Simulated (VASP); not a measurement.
# Y: relaxation of cell and atoms with r2SCAN

The system is Y.

```
CELL_PARAMETERS angstrom
3.64740 0.00000 0.00000
-1.82370 3.15874 0.00000
0.00000 0.00000 5.73060
ATOMIC_POSITIONS crystal
Y 0.33333 0.66667 0.25000
Y 0.66667 0.33333 0.75000
```

```yaml
Program: VASP 6.6.1
Task: relaxation of cell and atoms
Functional: r2SCAN
Potentials_or_basis: VASP PAW PBE potentials, release 64 (Y_sv)
Cutoff: 600 eV
k_mesh: 12 × 12 × 7
Occupations: methfessel-paxton, width 0.1 eV
Spin: no spin polarisation
Further_INCAR_settings: ALGO = Normal; EDIFF = 1e-06; IBRION = 2; EDIFFG = -0.01; NSW = 90; ISIF = 3
```

| Item | Value |
| --- | --- |
| Relaxed volume | 33.55 Å³/atom |
| Relaxed cell | a = 3.686 Å, b = 3.686 Å, c = 5.702 Å, α = 90.00°, β = 90.00°, γ = 120.00° |
| Space group after relaxing (to 0.05 Å) | P6_3/mmc (No. 194) |
| Energy gained by relaxing | 2.3 meV/atom |
| Ionic steps | 5 |
| Pressure after relaxing | 0.0 GPa |
| Band gap on the k mesh | none (metal or under the smearing width) |

Step by step:
```tsv
step	energy change (eV)	largest force (eV/Å)	pressure (GPa)	volume (Å³)
1	0.0000	0.0000	0.72	66.02
2	-0.0041	0.0000	-0.21	67.44
3	-0.0041	0.0000	-0.12	67.31
4	-0.0045	0.0000	-0.04	67.16
5	-0.0046	0.0000	0.00	67.10
```

Final structure:
```
Y
1.0
     3.68634    0.00000    0.00000
    -1.84317    3.19246    0.00000
     0.00000    0.00000    5.70203
Y
2
Cartesian
  0.0000 2.1283 1.4255
  1.8432 1.0642 4.2765
```

Levels at points of the mesh, in eV from the Fermi level:
| k point | band 8 | band 9 | band 10 | band 11 | band 12 | band 13 | band 14 | band 15 |
| --- | --- | --- | --- | --- | --- | --- | --- | --- |
| (0.00, 0.00, 0.00) | -23.27 | -4.88 | -1.84 | 0.78 | 1.94 | 1.94 | 2.40 | 2.62 |
| (0.50, 0.00, 0.00) | -23.35 | -1.72 | -1.18 | -0.78 | -0.29 | 1.53 | 1.63 | 2.28 |

Run time: 12 min on 1 thread of Intel(R) Xeon(R) 6975P-C (Granite Rapids) (shared host), peak memory 0.29 GiB.

Caveat: the PAW data sets were made with another functional, which shifts forces and pressure a little. Zero-point motion and thermal expansion aren't in these numbers.
